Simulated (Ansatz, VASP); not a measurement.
# Sn: VASP beside Ansatz

```
Sn
1.0
     0.00000    2.33583    2.33583
     2.33583    0.00000    2.33583
     2.33583    2.33583    0.00000
Sn
1
Direct
  0.00000 0.00000 0.00000
```

Alike in both runs: task single point; functional PBEsol; k mesh 13 × 13 × 13; occupations fermi-dirac, width 0.1 eV; no spin polarisation.

|  | VASP | Ansatz |
| --- | --- | --- |
| version | VASP 6.6.1 | Ansatz 0.2.0 |
| potentials or method | VASP PAW PBE potentials, release 64 (Sn_d) | plane waves (420 eV) with PAW, scalar-relativistic |
| plane-wave cutoff (eV) | 520 | 420 |
| valence electrons in the cell | 14 | 14 |

|  | VASP | Ansatz | Ansatz less VASP |
| --- | --- | --- | --- |
| pressure (GPa) | 2.2 | 2.3 | +0.07 |

Ansatz warned: «pseudo_functional_mismatch».

Caveats: the PAW data sets were made with another functional, which shifts forces and pressure a little (VASP).
